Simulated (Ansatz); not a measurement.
The structure comes from a relaxation in the same program, started in the zincblende type, and has space group F-43m. Whether it is a known phase or the ground state wasn't checked.

Input and log of a run on LiF: DFT, PBE, all-electron PAW with datasets made for the crystal, scalar-relativistic (Ansatz 0.2.0).

```yaml
crystal:
  lattice:
    - [0.0, 2.1825652598, 2.1825652598]
    - [2.1825652598, 0.0, 2.1825652598]
    - [2.1825652598, 2.1825652598, 0.0]
  atoms:
    - { symbol: Li, position: [0.0, 0.0, 0.0] }
    - { symbol: F, position: [0.25, 0.25, 0.25] }
kpoints:
  mp_grid: { grid: [16, 16, 16] }
  band_path:
    path:
      - [0.0, 0.0, 0.0]
      - [-0.5, -0.5, 0.0]
      - [-0.375, -0.375, 0.25]
      - [-0.375, 0.0, 0.375]
      - [0.0, 0.0, 0.0]
      - [0.0, 0.0, 0.5]
      - [-0.5, -0.25, 0.25]
      - [-0.5, -0.5, 0.0]
    npoints: 8
scf:
  occupations: { method: fermi_dirac, width: 0.03 }
hamiltonian:
  xc: pbe
  pseudopotentials: { kind: all_electron, datasets: crystal }
output:
  forces: true
  stress: true
  eigenvalues: true
  efg: { contact_densities: true }
```

Output:

```
hamiltonian.pseudopotentials.datasets: crystal makes datasets for this crystal and solves the spheres of its atoms anew in each pass: cutoff 460.0 eV, the density's 1840.0 eV; for an error of 0.50 meV an atom under PBE, 1.0 meV for the cell; an energy difference from a run of another recipe may be off by several times the error for the cell, under r2SCAN by more, where some 0.1 meV an atom stays at smaller errors; Li in spheres of 0.900 Å, 1 of its electrons in bands, 2 on its site; F in spheres of 0.990 Å, 7 of its electrons in bands; only band paths and densities of states list, in semicore columns, the levels of the semicore shells that are solved separately: 1s of Li
Engine: ansatz 0.2.0
Pseudopotentials: kind: all_electron
Pseudopotential: Li, paw, valence charge 3, recommended cutoff 460 eV (normal), Koelling and Harmon's equation, gaussian nucleus
Pseudopotential: F, paw, valence charge 7, recommended cutoff 460 eV (normal), Koelling and Harmon's equation, gaussian nucleus
Functional definition: PBE
  parameter kappa = 0.804
  parameter beta = 0.06672455060314922
  exchange = pbe_x(kappa = kappa, mu = beta*pi^2/3)
  correlation = pbe_c(beta = beta)
Crystal: 2 atoms, lattice volume = 20.794 Å³
Basis set: ecut = 460 eV, 459 PW (Γ), exchange–correlation on 48×48×48 points (8 copies of the dense FFT grid, shifted against one another)
Bands: 8, of which v1, the nominal top of the filled ones, is band 4 counted from 1 (3 counted from 0)
Symmetry: 24 space group operations
Space group: F-43m (ITA 216), of the structure as read, at distance tolerance 2.7e-5 Å
k-points: 145 of 4096 (time reversal used)
Non-local potential: Li, projectors of the file, l = 0: 1, l = 1: 1
Non-local potential: F, projectors of the file, l = 0: 2, l = 1: 2
PAW form: soft (Blöchl's): semilocal exchange-correlation on the pseudo side does not see the compensation charge
PAW one-centre angular grid: Li, 110 points (default); XC on its mesh's 1979 points in the sphere
PAW one-centre angular grid: F, 110 points (default); XC on its mesh's 1927 points in the sphere
Initial density: superposition of atomic densities (neutral atoms: chi_scale 0, normalization atom)
Initial wavefunctions: pseudopotential atomic-orbital guess
Functional: x = pbe(κ = 0.804, μ = 0.2195149727645171), c = pbe(β = 0.06672455060314922)
iter 1 solved again at ethr=2.78e-2 eV; its pass at ethr=1.00e-1 eV (dr2=2.23e0 eV) is discarded
SCF iter   1: F=—  HF=-2927.276162 eV  |F-HF|=—  |Δ(HF+E_count)|=         —  Δρ=1.11e-1  dr2=2.45e0  ethr=2.78e-2  ⟨swp⟩=2.2  Hψ=6952  notcnv=0
preconditioner: auto → none  [insulator: Δε(μ)=9.290 eV  Ē_g=22.930 eV  σ=0.030 eV  W_gap=1.00  n_scr=0 (ndim 8)  ℏωp=23.0 eV  f_vac=0.000  D(μ)=0.00/eV (n_scr^D=0)  ε∞_Penn≈2.0]
SCF iter   2: F=—  HF=-2926.684950 eV  |F-HF|=—  |Δ(HF+E_count)|=   5.91e-1  Δρ=5.99e-2  dr2=3.26e-1  ethr=2.78e-2  ⟨swp⟩=3.0  Hψ=2741  notcnv=0
SCF iter   3: F=—  HF=-2926.567937 eV  |F-HF|=—  |Δ(HF+E_count)|=   1.17e-1  Δρ=1.34e-2  dr2=3.77e-2  ethr=4.07e-3  ⟨swp⟩=3.0  Hψ=2622  notcnv=0
iter 4 solved again at ethr=2.52e-6 eV; its pass at ethr=4.71e-4 eV (dr2=2.02e-4 eV) is discarded
SCF iter   4: F=—  HF=-2926.581997 eV  |F-HF|=—  |Δ(HF+E_count)|=   1.41e-2  Δρ=1.32e-3  dr2=1.72e-4  ethr=2.52e-6  ⟨swp⟩=3.0  Hψ=6571  notcnv=0  defer=4
eigensolver tolerance schedule: the retry pair's looser diagonalisation over-reported the residual by 0.17 of it (diagonalisation noise at 0.18 of the residual, at the tolerance the schedule requests for it); recorded, not acted on — ethr = c·dr2/N_el stays at c = 1.0e-1
SCF iter   5: F=—  HF=-2926.582208 eV  |F-HF|=—  |Δ(HF+E_count)|=   2.11e-4  Δρ=3.48e-4  dr2=1.31e-5  ethr=2.15e-6  ⟨swp⟩=2.9  Hψ=2468  notcnv=0  defer=4
SCF iter   6: F=—  HF=-2926.582290 eV  |F-HF|=—  |Δ(HF+E_count)|=   8.21e-5  Δρ=1.78e-5  dr2=7.11e-8  ethr=1.63e-7  ⟨swp⟩=3.0  Hψ=2090  notcnv=0  defer=1
SCF iter   7: F=-2926.582290 eV  HF=-2926.582290 eV  |F-HF|=2.12e-9  |Δ(HF+E_count)|=   1.37e-7  Δρ=1.69e-6  dr2=3.66e-10  ethr=8.88e-10  ⟨swp⟩=3.3  Hψ=2288  notcnv=0
SCF 1 converged in 7 iterations: F = -2926.582288 eV  dr2 = 3.66e-10
  Residual-converged pass: ⟨swp⟩=3.0  Hψ=2090  notcnv=0  max |occ|·‖R‖ = 4.7e-6 eV (tolerance 5.3e-6 eV)  dr2=3.84e-10  dr2_onsite=3.40e-10  max |Δocc| = 0.0e0
  greatest PAW one-centre occupation: 0.937 electrons in one spin orbital (limit 2), on the F atom at site 1 (counted from 0), in its partial waves of l = 0
NSCF: frozen V_eff on 57 k-points
SCF converged after 7 iterations
Free energy (F): -2926.582288 eV
Harris-Foulkes:  -2926.582288 eV  (|F-HF|=2.12e-9)
Internal energy: -2926.582288 eV  (E = F + TS)
E sigma→0 (E₀):  -2926.582288 eV
Past the cutoff: the bands carry plane waves up to 1.75 times it, of which those up to 1.5 times it add -0.000059 eV an atom, each by itself; the spheres take 0.000056 eV an atom off the energy for waves past 1.75 times it
By the cutoff:   a pressure is off by up to 0.007 GPa (1.2 times the spheres' own share and the shells' term, over an atom's volume, and 0.004 GPa: a bound that held against runs at twice the plane waves)
Past the cutoffs: a stress includes -0.0002 GPa for waves and charges beyond them, in addition to the slope of what the spheres take
In the spheres:  the bands' charges fall short by 4.7e-6 e at most (sound up to 1e-3), those of shells solved beside the bands by 2.0e-8 e (sound up to 5e-4)
Fermi energy:    2.601678 eV
--- Per-component energies (eV) ---
  The terms above E_closure are by the made datasets' own strengths, without shells solved beside the bands.
--- Forces (eV/Å), atoms counted from 1 ---
  atom   1  Li     0.00000000    -0.00000000    -0.00000000
  atom   2  F     -0.00000000     0.00000000     0.00000000
  max |Σ_I F_I| component: 6.94e-17 eV/Å
--- Stress (GPa, compression-positive) ---
       -0.056574       0.000000       0.000000
        0.000000      -0.056574       0.000000
        0.000000       0.000000      -0.056574
  P = ⅓ Tr σ = -0.0566 GPa (-0.566 kbar)
  It holds what live shells' own plane waves past their cutoff add
--- PAW observables at the nuclei: V_zz in 10²¹ V/m², potentials from the cell's mean, atoms counted from 1 ---
  atom   1  Li V_zz =    +0.000000   η = 0.0000   by run symmetry: forbidden
            electrostatic potential = -165.262902 V   contact ρ = 94.570110 e/Å³
  atom   2  F  V_zz =    -0.000000   η = 0.0000   by run symmetry: forbidden
            electrostatic potential = -733.327304 V   contact ρ = 3126.684553 e/Å³
--- Band table (eV; the first three rows and the last of 145) ---
  k-point 0: bands = ["-20.5292", "-1.2779", "-1.2779", "-1.2779", "6.3578", "17.7594"]
  k-point 1: bands = ["-20.5232", "-1.3617", "-1.2875", "-1.2875", "6.4690", "17.6681"]
  k-point 2: bands = ["-20.5060", "-1.5925", "-1.3147", "-1.3147", "6.7887", "17.3630"]
  k-point 144: bands = ["-20.3116", "-2.6236", "-2.1719", "-2.0140", "10.6267", "13.9394"]
```
